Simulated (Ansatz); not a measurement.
An element in the sc structure gives these cold pressures by all-electron LAPW under PBE (Ansatz 0.2.0, scalar-relativistic, no spin polarisation).

| V (Å³/atom) | P (GPa) |
| --- | --- |
| 10.52 | -0.11 |
| 9.47 | 8.53 |
| 8.41 | 24.9 |
| 7.36 | 56.3 |
| 6.31 | 118.8 |
| 5.26 | 251.3 |
| 4.21 | 559.3 |

(1) Which element is it?

## Answers

(1) F. Its zero-pressure volume in this structure is near 10.5 Å³/atom; the volume and the steepness of P(V) together point to it, though neighbours can come close. Other candidates weren't computed, and some may come near.
